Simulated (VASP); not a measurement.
# AlAs (F-43m) in VASP: notebook

Aim: see how the results for AlAs move with the level of theory and the settings. Levels: HSE06, PBE0. Tasks: band structure.

Everything below comes from runs of VASP 6.6.1. Logs are shortened: lines on timing, memory, paths and dates and some standing lists are left out, and cuts for length are marked.

**1. The crystal as given**

Symmetry: F-43m, No. 216, cubic system. Conventional cell: a = 5.682 Å, b = 5.682 Å, c = 5.682 Å, α = 90.00°, β = 90.00°, γ = 90.00°. Around Al (site symmetry -43m) lie 4 As at 2.46 Å. As (site symmetry -43m) has 4 Al at 2.46 Å as nearest neighbours.

**2. Band structure, HSE06**

The input, POSCAR:

```
AlAs                                    
1.0
    0.0000000000      2.8408844734      2.8408844734
    2.8408844734      0.0000000000      2.8408844734
    2.8408844734      2.8408844734      0.0000000000
  Al              As            
     1     1
Direct
     0.0000000000000000    0.0000000000000000    0.0000000000000000
     0.2500000000000000    0.2500000000000000    0.2500000000000000
```

The input, INCAR.step1:

```
SYSTEM = AlAs
PREC = Accurate
ENCUT = 520
EDIFF = 1E-5
ISMEAR = 0
SIGMA = 0.03
LREAL = .False.
LASPH = .True.
NELM = 80
ALGO = Normal
ISIF = 2
LWAVE = .True.
LCHARG = .False.
NBANDS = 11
KPAR = 2
GGA = PE
```

The input, INCAR.step2:

```
SYSTEM = AlAs
PREC = Accurate
ENCUT = 520
EDIFF = 1E-7
ISMEAR = 0
SIGMA = 0.03
LREAL = .False.
LASPH = .True.
NELM = 80
ALGO = Normal
ISIF = 2
LWAVE = .False.
LCHARG = .False.
GGA = PE
LHFCALC = .True.
HFSCREEN = 0.2
PRECFOCK = Fast
NBANDS = 11
KPAR = 2
ISTART = 1
```

The input, KPOINTS:

```
regular mesh
0
Gamma
  6 6 6
  0 0 0
```

The input, KPOINTS_OPT:

```
explicit points
9
Reciprocal
 0.0000000000  0.0000000000  0.0000000000 1
 0.3750000000  0.3750000000  0.7500000000 1
 0.5000000000  0.5000000000  0.5000000000 1
 0.6250000000  0.2500000000  0.6250000000 1
 0.5000000000  0.2500000000  0.7500000000 1
 0.5000000000  0.0000000000  0.5000000000 1
 0.4000000000  0.0000000000  0.4000000000 1
 0.4250000000  0.0000000000  0.4250000000 1
 0.4500000000  0.0000000000  0.4500000000 1
```

Potentials or basis: VASP PAW PBE potentials, release 64 (Al, As).

Run with:

```
> cat potpaw_PBE.64/Al/POTCAR potpaw_PBE.64/As/POTCAR > POTCAR
> cp INCAR.step1 INCAR
> mpirun -np 2 vasp_std > vasp.out
> cp INCAR.step2 INCAR
> mpirun -np 2 vasp_std > vasp.out
```

OUTCAR:

```text
SYSTEM = AlAs
   PREC = Accurate
   ENCUT = 520
   EDIFF = 1E-7
   ISMEAR = 0
   LREAL = .False.
   LASPH = .True.
   NELM = 80
   ISIF = 2
   GGA = PE
   LHFCALC = .True.
   HFSCREEN = 0.2
   PRECFOCK = Fast
   ISTART = 1

 ion  position               nearest neighbor table
   1  0.000  0.000  0.000-   2 2.46   2 2.46   2 2.46   2 2.46
   2  0.250  0.250  0.250-   1 2.46   1 2.46   1 2.46   1 2.46

  LATTYP: Found a face centered cubic cell.
 ALAT       =     5.6817689468

  Lattice vectors:

 A1 = (   0.0000000000,   2.8408844734,   2.8408844734)
 A2 = (   2.8408844734,   0.0000000000,   2.8408844734)
 A3 = (   2.8408844734,   2.8408844734,   0.0000000000)

Analysis of symmetry for initial positions (statically):
=====================================================================
 Subroutine PRICEL returns:
 Original cell was already a primitive cell.

 Routine SETGRP: Setting up the symmetry group for a
 face centered cubic supercell.

 Subroutine GETGRP returns: Found 24 space group operations
 (whereof 24 operations were pure point group operations)
 out of a pool of 48 trial point group operations.

The static configuration has the point symmetry T_d .

Analysis of symmetry for dynamics (positions and initial velocities):
=====================================================================
 Subroutine PRICEL returns:
 Original cell was already a primitive cell.

 Routine SETGRP: Setting up the symmetry group for a
 face centered cubic supercell.

 Subroutine GETGRP returns: Found 24 space group operations
 (whereof 24 operations were pure point group operations)
 out of a pool of 48 trial point group operations.

The dynamic configuration has the point symmetry T_d .

 Subroutine INISYM returns: Found 24 space group operations
 (whereof 24 operations are pure point group operations),
 and found     1 'primitive' translations

----------------------------------------------------------------------------------------

                                     Primitive cell

  volume of cell :      45.8554

  direct lattice vectors                    reciprocal lattice vectors
     0.000000000  2.840884473  2.840884473    -0.176001525  0.176001525  0.176001525
     2.840884473  0.000000000  2.840884473     0.176001525 -0.176001525  0.176001525
     2.840884473  2.840884473  0.000000000     0.176001525  0.176001525 -0.176001525

  length of vectors
     4.017617351  4.017617351  4.017617351     0.304843584  0.304843584  0.304843584

  position of ions in fractional coordinates (direct lattice)
     0.000000000  0.000000000  0.000000000
     0.250000000  0.250000000  0.250000000

  ion indices of the primitive-cell ions
   primitive index   ion index
                 1           1
                 2           2

----------------------------------------------------------------------------------------

 KPOINTS: regular mesh

Automatic generation of k-mesh.
 Grid dimensions read from file:
 generate k-points for:    6    6    6

 Generating k-lattice:

  Cartesian coordinates                     Fractional coordinates (reciprocal lattice)
    -0.029333588  0.029333588  0.029333588     0.166666667  0.000000000  0.000000000
     0.029333588 -0.029333588  0.029333588     0.000000000  0.166666667  0.000000000
     0.029333588  0.029333588 -0.029333588     0.000000000  0.000000000  0.166666667

  Length of vectors
     0.050807264  0.050807264  0.050807264

  Shift w.r.t. Gamma in fractional coordinates (k-lattice)
     0.000000000  0.000000000  0.000000000

 Subroutine IBZKPT returns following result:
 ===========================================

 Found     16 irreducible k-points:

 Following reciprocal coordinates:
            Coordinates               Weight
  0.000000  0.000000  0.000000      1.000000
  0.166667  0.000000  0.000000      8.000000
  0.333333  0.000000  0.000000      8.000000
  0.500000  0.000000  0.000000      4.000000
  0.166667  0.166667  0.000000      6.000000
  0.333333  0.166667  0.000000     24.000000
[... 8 lines left out ...]
 -0.333333  0.333333  0.166667     24.000000
 -0.333333  0.500000  0.166667     12.000000
   k-points           NKPTS =     16   k-points in BZ     NKDIM =    216   number of bands    NBANDS=     11
   number of dos      NEDOS =    301   number of ions     NIONS =      2
   total plane-waves  NPLWV =  27000
   dimension x,y,z NGX =    30 NGY =   30 NGZ =   30
   dimension x,y,z NGXF=    60 NGYF=   60 NGZF=   60
   ions per type =               1   1
   NGX,Y,Z   is equivalent  to a cutoff of  12.41, 12.41, 12.41 a.u.
   NGXF,Y,Z  is equivalent  to a cutoff of  24.83, 24.83, 24.83 a.u.
 SYSTEM =  AlAs
   PREC   = accura    normal or accurate (medium, high low for compatibility)
   ISTART =      1    job   : 0-new  1-cont  2-samecut
   ICHARG =      0    charge: 1-file 2-atom 10-const
   ISPIN  =      1    spin polarized calculation?
   LNONCOLLINEAR =      F non collinear calculations
   LSORBIT =      F    spin-orbit coupling
   LASPH  =      T    aspherical Exc in radial PAW
   ENCUT  =  520.0 eV  38.22 Ry    6.18 a.u.   7.47  7.47  7.47*2*pi/ulx,y,z
   NELM   =     80;   NELMIN=  2; NELMDL=  0     # of ELM steps
   EDIFF  = 0.1E-06   stopping-criterion for ELM
   LREAL  =      F    real-space projection
   EDIFFG = 0.1E-05   stopping-criterion for IOM
   NSW    =      0    number of steps for IOM
   IBRION =     -1    ionic relax: 0-MD 1-quasi-New 2-CG
   NFREE  =      0    steps in history (QN), initial steepest desc. (CG)
   ISIF   =      2    stress and relaxation
   ISYM   =      3    0-nonsym 1-usesym 2-fastsym
   POTIM  = 0.5000    time-step for ionic-motion
   TEBEG  =    0.0;   TEEND  =   0.0 temperature during run
   PSTRESS=    0.0 pullay stress
   NELECT =       8.0000    total number of electrons
   NUPDOWN=      -1.0000    fix difference up-down
   EMIN   =  10.00;   EMAX   =-10.00  energy-range for DOS
   EFERMI =   0.00;   METHOD = LEGACY
   ISMEAR =     0;   SIGMA  =   0.03  broadening in eV -4-tet -1-fermi 0-gaus
   EFERMI_NEDOS =   21; number of points for ismear=-14 and -15
   IALGO  =     38    algorithm
   IMIX   =      1    mixing-type and parameters
     AMIX     =   0.40;   BMIX     =  1.00
     AMIX_MAG =   1.60;   BMIX_MAG =  1.00
  volume/ion in A,a.u.               =      22.93       154.72
  Fermi-wavevector in a.u.,A,eV,Ry     =   0.914762  1.728649 11.385202  0.836789
  Thomas-Fermi vector in A             =   2.039426
   LORBIT       =      0    0 simple, 1 ext, 2 COOP (PROOUT), +10 PAW based schemes
   GGA     = PE    functional components
   LHFCALC =     T    Hartree Fock is set to
   PRECFOCK=fast      Normal, Fast or Accurate (Low or Medium for compatibility)
   ENCUT4O =  -1.0   cutoff for four orbital integrals eV
   NKREDX  =     1    reduce k-point grid by
   NKREDY  =     1    reduce k-point grid by
   NKREDZ  =     1    reduce k-point grid by
   AEXX    =    0.2500 exact exchange contribution
   HFSCREEN=    0.2000 screening length (either q_TF or 0.3 A-1)
   HFSCREENC=   0.2000 screening length for correlation (either q_TF or 0.3 A-1)
   ENCUTFOCK=  -1.0 apply spherical cutoff to Coloumb kernel
   IVDW    =     0    specifies the selected vdW correction
   LEPSILON=     F    determine dielectric tensor
   LRPA    =     F    only Hartree local field effects (RPA)
 non-spin polarized calculation
 Gauss-broadening in eV      SIGMA  =   0.03
  energy-cutoff  :      520.00
  volume of cell :       45.86
 maximum number of plane-waves:      1258
 NGX is ok and might be reduce to    30
  NGX = 18; NGY = 18; NGZ = 18

 number of electron       7.9999999 magnetization

 Free energy of the ion-electron system (eV)
  ---------------------------------------------------
  ext. energy  EPLUGINS =         0.00000000
  ---------------------------------------------------
  free energy    TOTEN  =       -10.99469134 eV

  energy without entropy =      -10.99469134  energy(sigma->0) =      -10.99469134

 E-fermi :   3.5270     XC(G=0):  -7.5057

 val. band max:        3.3277519336   @ k =   0.0000   0.0000   0.0000
 cond. band min:       5.4504367338   @ k =   0.5000   0.5000   0.0000
 fundamental gap:      2.1226848002
 Fermi energy:         3.5270267435

 k-point     1 :       0.0000    0.0000    0.0000
  band No.  band energies     occupation
      1      -9.6948      2.00000
      2       3.3278      2.00000
      3       3.3278      2.00000
      4       3.3278      2.00000
      5       6.1787      0.00000
      6       8.4728      0.00000
      7       8.4728      0.00000
      8       8.4728      0.00000
      9      13.1674      0.00000
     10      13.4112      0.00000
     11      13.4112      0.00000

 k-point     2 :       0.1667    0.0000    0.0000
  band No.  band energies     occupation
      1      -9.3985      2.00000
      2       1.1238      2.00000
      3       3.0485      2.00000
      4       3.0485      2.00000
      5       6.9515      0.00000
      6       8.9377      0.00000
      7       8.9377      0.00000
      8       9.3981      0.00000
      9      12.5737      0.00000
     10      12.5737      0.00000
     11      14.0739      0.00000

 k-point     3 :       0.3333    0.0000    0.0000
  band No.  band energies     occupation
      1      -8.6466      2.00000
      2      -1.5404      2.00000
      3       2.6122      2.00000
      4       2.6122      2.00000
      5       6.4600      0.00000
      6       9.0797      0.00000
      7       9.0797      0.00000
      8      11.8149      0.00000
      9      13.4409      0.00000
     10      13.4409      0.00000
     11      13.7009      0.00000
[... 155 lines left out ...]
 k-point    15 :      -0.3333    0.3333    0.1667
  band No.  band energies     occupation
      1      -7.6579      2.00000
      2      -2.2658      2.00000
      3      -0.0743      2.00000
      4       1.1667      2.00000
      5       8.0561      0.00000
      6       8.7819      0.00000
      7      11.0231      0.00000
      8      11.7385      0.00000
      9      12.7759      0.00000
     10      16.0211      0.00000
     11      17.3187      0.00000

 k-point    16 :      -0.3333    0.5000    0.1667
  band No.  band energies     occupation
      1      -7.4774      2.00000
      2      -2.3529      2.00000
      3       0.1735      2.00000
      4       0.4582      2.00000
      5       7.2554      0.00000
      6       8.2545      0.00000
      7      11.4903      0.00000
      8      12.1800      0.00000
      9      15.1551      0.00000
     10      16.8457      0.00000
     11      17.1565      0.00000

------------------------ aborting loop because EDIFF is reached ----------------------------------------

  FORCE on cell =-STRESS in cart. coord.  units (eV):
  Direction    XX          YY          ZZ          XY          YZ          ZX
  --------------------------------------------------------------------------------------
  -------------------------------------------------------------------------------------
  Total       -0.0600664     -0.0600664     -0.0600664      0.0000000      0.0000000      0.0000000
  in kB       -2.0987070     -2.0987070     -2.0987070      0.0000000      0.0000000      0.0000000
  external PRESSURE =      -2.0987070 kB  Pullay stress =       0.0000000 kB

 VOLUME and BASIS-vectors are now :
 -----------------------------------------------------------------------------
  energy-cutoff  :      520.00
  volume of cell :       45.86
      direct lattice vectors                 reciprocal lattice vectors
     0.000000000  2.840884473  2.840884473    -0.176001525  0.176001525  0.176001525
     2.840884473  0.000000000  2.840884473     0.176001525 -0.176001525  0.176001525
     2.840884473  2.840884473  0.000000000     0.176001525  0.176001525 -0.176001525

 POSITION                                       TOTAL-FORCE (eV/Angst)
 -----------------------------------------------------------------------------------
      0.00000      0.00000      0.00000         0.000000     -0.000000     -0.000000
      1.42044      1.42044      1.42044        -0.000000      0.000000      0.000000
 -----------------------------------------------------------------------------------
    total drift:                               -0.000000     -0.000000     -0.000000

  FREE ENERGIE OF THE ION-ELECTRON SYSTEM (eV)
  ---------------------------------------------------
  free  energy   TOTEN  =       -10.9946913362 eV

  energy  without entropy=      -10.9946913362  energy(sigma->0) =      -10.99469134
```

Run time: 3.7 min. Hardware: 2 MPI ranks of Intel Xeon Platinum 8559C (Emerald Rapids), shared host; peak memory 0.3 GiB.

What came out:

| Item | Value |
| --- | --- |
| Free energy | -10.9947 eV |
| Pressure | -0.2 GPa |
| Band gap on the k mesh | 2.12 eV, indirect (least direct gap 2.85 eV) |
| Band gap along the path | 2.12 eV, indirect (least direct gap 2.85 eV) |

Caveat: the PAW data sets were made with another functional, which shifts forces and pressure a little.

**3. Band structure, PBE0**

POSCAR is that of step 2.

INCAR.step1 is that of step 2.

INCAR.step2, as its differences from that of step 2:

```diff
@@ -15,4 +15,5 @@
 LHFCALC = .True.
-HFSCREEN = 0.2
+AEXX = 0.25
 PRECFOCK = Fast
+HFRCUT = -1
 NBANDS = 11
```

KPOINTS is that of step 2.

KPOINTS_OPT is that of step 2.

Potentials or basis: VASP PAW PBE potentials, release 64 (Al, As).

Run with:

```
> cat potpaw_PBE.64/Al/POTCAR potpaw_PBE.64/As/POTCAR > POTCAR
> cp INCAR.step1 INCAR
> mpirun -np 2 vasp_std > vasp.out
> cp INCAR.step2 INCAR
> mpirun -np 2 vasp_std > vasp.out
```

Run time: 3.7 min. Hardware: 2 MPI ranks of Intel Xeon Platinum 8559C (Emerald Rapids), shared host; peak memory 0.21 GiB.

It converged, with:

```
Free energy             : -11.8387 eV
Pressure                : -0.3 GPa
Band gap on the k mesh  : 2.76 eV, indirect (least direct gap 3.48 eV)
Band gap along the path : 2.76 eV, indirect (least direct gap 3.48 eV)
```

Levels at points of the mesh, in eV from the valence-band top:
| k point | band 1 | band 2 | band 3 | band 4 | band 5 | band 6 | band 7 | band 8 | band 9 |
| --- | --- | --- | --- | --- | --- | --- | --- | --- | --- |
| (0.00, 0.00, 0.00) | -13.11 | 0.00 | 0.00 | 0.00 | 3.48 | 5.82 | 5.82 | 5.82 | 10.52 |
| (0.50, 0.00, 0.00) | -11.53 | -6.17 | -0.91 | -0.91 | 3.53 | 6.23 | 6.23 | 9.38 | 12.98 |
| (0.50, 0.50, 0.00) | -10.91 | -6.02 | -2.39 | -2.39 | 2.76 | 3.66 | 12.30 | 12.30 | 13.66 |

Caveat: the PAW data sets were made with another functional, which shifts forces and pressure a little.
